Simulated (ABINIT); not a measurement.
Runs of ABINIT 10.8.3 (patched build) on CdSe (Cadmoselite). Symmetry: P6_3mc, No. 186, hexagonal system. Conventional cell: a = 4.300 Å, b = 4.300 Å, c = 7.020 Å, α = 90.00°, β = 90.00°, γ = 120.00°. Cd (site symmetry 3m) is surrounded by 4 Se at 2.61 to 2.70 Å. Se (site symmetry 3m) has 4 Cd at 2.61 to 2.70 Å as nearest neighbours. 

```csv
task,level,potentials or basis,k mesh,cutoff (eV),smearing,bands in the sums,one-shot functional,fine-grid cutoff,k points of the masses,bands of the masses,mesh quality,gap on the mesh (eV),pressure (GPa),largest force (eV/Å)
one-shot levels of the hybrid HF,PBE,PseudoDojo NC SR PBE v0.4.1 standard,4 × 4 × 2,1279,fixed,44,HF,-,-,-,coarse,0.69,-,-
positron lifetime,LDA,JTH PAW LDA v2.0,5 × 5 × 3,327,fermi-dirac 0.05 eV,-,-,653.073 eV,-,-,not flagged,0.42,-,(a)
single point,PBEsol,PseudoDojo NC SR PBEsol v0.4.1 standard,5 × 5 × 3,1279,fermi-dirac 0.05 eV,-,-,-,-,-,not flagged,0.57,-0.1,0.27
effective masses,PBEsol,PseudoDojo NC SR PBEsol v0.4.1 standard,5 × 5 × 3,1279,fixed,-,-,-,"[[0.0, 0.0, 0.0]]","[[35, 37]]",not flagged,-,-0.1,0.27
one-shot levels of the hybrid PBE0,PBEsol,PseudoDojo NC SR PBEsol v0.4.1 standard,4 × 4 × 2,1279,fixed,44,PBE0,-,-,-,coarse,0.57,-,-
one-shot levels of the hybrid B3LYP,PBE,Ansatz NC PBE,4 × 4 × 2,1061,fixed,44,B3LYP,-,-,-,coarse,0.69,-,-
single point,PBE,PseudoDojo NC SR PBE v0.4.1 standard,5 × 5 × 3,1279,fermi-dirac 0.05 eV,-,-,-,-,-,not flagged,0.70,-,0.29
```

Alike in all rows: no spin polarisation; cell as given.

Problem. Estimate the missing entries.

Solution. (a) 0.26.

Caveats: some runs use coarse meshes; an odd mesh through Γ misses points on the zone boundary, where band edges often lie (some runs); the PAW basis is incomplete for the positron (some runs).

A k mesh can miss the band edges, and the runs leave out spin-orbit coupling on Cd, Se.

Not every run made on this cell is shown here.
